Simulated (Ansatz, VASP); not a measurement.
One calculation of Bi, two programs

```
Bi
1.0
    -1.94098    1.94098    1.94098
     1.94098   -1.94098    1.94098
     1.94098    1.94098   -1.94098
Bi
1
Cartesian
  0.0000 0.0000 0.0000
```

Change from the starting cell: volume scaled by 0.94.

Alike in both runs: task single point; functional PBE; k mesh 9 × 9 × 9; occupations fermi-dirac, width 0.05 eV; no spin polarisation.

```csv
,VASP,Ansatz
version,VASP 6.6.1,Ansatz 0.2.0
potentials or method,"VASP PAW PBE potentials, release 64 (Bi_d), cutoff 520 eV","all-electron LAPW, scalar-relativistic"
```

```csv
,VASP,Ansatz,Ansatz less VASP
gap on the k mesh at the Fermi level (eV),none,none,-
pressure (GPa),4.8,4.9,+0.05
```

A gap of «none» marks a metal or a gap that the smearing closes. Ansatz ran all-electron here, so the differences hold the error of VASP's frozen core and of both bases.

Caveats: spin-orbit coupling is left out, which moves the levels of the heavy elements.
